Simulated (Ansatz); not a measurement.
A run of Ansatz 0.2.0 is set up as follows.

The input input.yaml:

```yaml
crystal:
  lattice:
    - [0.0, 3.611146, 3.611146]
    - [3.611146, 0.0, 3.611146]
    - [3.611146, 3.611146, 0.0]
  atoms:
    - { symbol: Te, position: [0.25, 0.25, 0.25] }
    - { symbol: Sn, position: [0.0, 0.0, 0.0] }
kpoints:
  mp_grid: { grid: [6, 6, 6] }
scf:
  occupations: { method: fermi_dirac, width: 0.05 }
hamiltonian:
  xc: hse06
  pseudopotentials: { kind: all_electron, datasets: crystal }
output:
  forces: true
  stress: true
```

Potentials or basis: all-electron PAW datasets made for the crystal.

The run is started by

```bash
$ ansatz run input.yaml --threads 1 --pin off --max-ram 3072MiB --backend cpu --events-out ev --progress --plain --runs-dir out
```

(1) What does it give for the pressure?

(2) What does it give for the band gap on the k mesh?

Results:

(1) -0.5 GPa.

(2) 0.59 eV, indirect (least direct gap 1.16 eV).

Caveat: spin-orbit coupling is left out, which moves the levels of the heavy elements.
